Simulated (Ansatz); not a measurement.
# ZnO2: the cost of one run

Method: DFT r2SCAN, scalar-relativistic, plane waves, PAW, in Ansatz 0.2.0.

### Step 1. The structure to begin with

The structure is cubic, space group Pa-3 (No. 205). Conventional cell: a = 4.957 Å, b = 4.957 Å, c = 4.957 Å, α = 90.00°, β = 90.00°, γ = 90.00°. Zn (site symmetry -3) is surrounded by 6 O at 2.14 Å. O (site symmetry 3) is surrounded by 1 O at 1.50 Å and 3 Zn at 2.14 Å.

Coordinates:

```
Zn O
1.0
     4.95733    0.00000    0.00000
     0.00000    4.95733    0.00000
     0.00000    0.00000    4.95733
Zn O
4 8
Direct
  0.00000 0.50000 0.50000
  0.50000 0.50000 0.00000
  0.50000 0.00000 0.50000
  0.00000 0.00000 0.00000
  0.41258 0.08742 0.91258
  0.08742 0.91258 0.41258
  0.91258 0.41258 0.08742
  0.58742 0.58742 0.58742
  0.41258 0.41258 0.41258
  0.08742 0.58742 0.91258
  0.91258 0.08742 0.58742
  0.58742 0.91258 0.08742
```

(A quick probe on a coarse mesh, which set the mesh and smearing, is not shown.)

### Step 3. Coarse relaxation

input.yaml reads:

```yaml
crystal:
  lattice:
    - [4.957327, 0.0, 0.0]
    - [0.0, 4.957327, 0.0]
    - [0.0, 0.0, 4.957327]
  atoms:
    - { symbol: Zn, position: [0.0, 0.5, 0.5] }
    - { symbol: Zn, position: [0.5, 0.5, 0.0] }
    - { symbol: Zn, position: [0.5, 0.0, 0.5] }
    - { symbol: Zn, position: [0.0, 0.0, 0.0] }
    - { symbol: O, position: [0.412583, 0.087417, 0.912583] }
    - { symbol: O, position: [0.087417, 0.912583, 0.412583] }
    - { symbol: O, position: [0.912583, 0.412583, 0.087417] }
    - { symbol: O, position: [0.587417, 0.587417, 0.587417] }
    - { symbol: O, position: [0.412583, 0.412583, 0.412583] }
    - { symbol: O, position: [0.087417, 0.587417, 0.912583] }
    - { symbol: O, position: [0.912583, 0.087417, 0.587417] }
    - { symbol: O, position: [0.587417, 0.912583, 0.087417] }
basis:
  ecutwfc: 500
kpoints:
  mp_grid: { grid: [4, 4, 4] }
hamiltonian:
  xc: r2scan
scf:
  occupations: { method: gaussian, width: 0.1 }
  lower_state_search: "off"
output:
  forces: true
  stress: true
  eigenvalues: true
relax:
  adjacent_minimum: "off"
  f_tol: 0.04
  max_steps: 70
  cell: { stress_tol: 0.4 }
```

Started as:

```sh
> ansatz run input.yaml --threads 1 --pin off --max-ram 3072MiB --backend cpu --events-out ev --progress --plain --runs-dir out
```

What time and memory should one allow on 1 thread of Arm Neoverse V2, shared host?

About 50 s, with a peak of 0.69 GiB.
